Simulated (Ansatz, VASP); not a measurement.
# One calculation of BN, two programs

```
B N
1.0
     2.51626    0.00000    0.00000
    -1.25813    2.17915    0.00000
     0.00000    0.00000    4.22451
B N
2 2
Direct
  0.66667 0.33333 0.99981
  0.33333 0.66667 0.49981
  0.66667 0.33333 0.62519
  0.33333 0.66667 0.12519
```

Change from the starting cell: strain -0.0150 x Voigt [1, 1, 0, 0, 0, 0], atoms carried along.

Alike in both runs: task single point; functional PBE; k mesh 12 × 12 × 6; occupations gaussian, width 0.05 eV; no spin polarisation.

```csv
,VASP,Ansatz
version,VASP 6.6.1,Ansatz 0.2.0
potentials or method,"VASP PAW PBE potentials, release 64 (B, N)","scalar-relativistic, plane waves, PAW"
plane-wave cutoff (eV),520,420
valence electrons in the cell,16,16
```

|  | VASP | Ansatz | Ansatz less VASP |
| --- | --- | --- | --- |
| gap on the k mesh at the Fermi level (eV) | 5.11 | 5.12 | +0.016 |
| least direct gap on the mesh (eV) | 8.23 | 8.23 | +0.004 |
| pressure (GPa) | 12.3 | 11.9 | -0.33 |
| largest component of the traceless stress (GPa) | 10.19 | 10.08 | -0.110 |
| rms of the force components (eV/Å) | 0.028 | 0.025 | -0.0030 |

Atom by atom the forces differ by 0.003 eV/Å (rms over components).

A k mesh can miss the band edges.
